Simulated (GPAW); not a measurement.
Ca:

```
CELL_PARAMETERS angstrom
-2.24000 2.24000 2.24000
2.24000 -2.24000 2.24000
2.24000 2.24000 -2.24000
ATOMIC_POSITIONS crystal
Ca 0.00000 0.00000 0.00000
```

This isn't the form of Ca at room conditions, which is fcc.

| Property | Result |
| --- | --- |
| Program | GPAW 26.7.0 |
| Task | relaxation of cell and atoms |
| Functional | r2SCAN |
| Potentials or basis | GPAW PAW data sets (gpaw-data 1.2.1) |
| Cutoff | 600 eV |
| Basis | pw |
| k mesh | 8 × 8 × 8 |
| Occupations | fermi-dirac, width 0.05 eV |
| Spin | no spin polarisation |

At the start: pressure -0.6 GPa; volume 44.96 Å³/atom.

Question: Where does the relaxation end?

Answer: Over 3 steps the energy falls by 2.4 meV/atom and the volume is 43.40 Å³/atom (-3.5 %); space group Im-3m (No. 229, to 0.05 Å).

Step by step:
```tsv
step	energy change (eV)	largest force (eV/Å)	pressure (GPa)	volume (Å³)
1	0.0000	0.0000	-0.60	44.96
2	-0.0010	0.0000	-0.48	44.64
3	-0.0024	0.0000	0.01	43.40
```

Final structure:
```
CELL_PARAMETERS angstrom
-2.21379 2.21379 2.21379
2.21379 -2.21379 2.21379
2.21379 2.21379 -2.21379
ATOMIC_POSITIONS crystal
Ca 0.00000 0.00000 0.00000
```

Caveat: later steps reuse the first step's grids; the PAW data sets were made with another functional, which shifts forces and pressure a little.
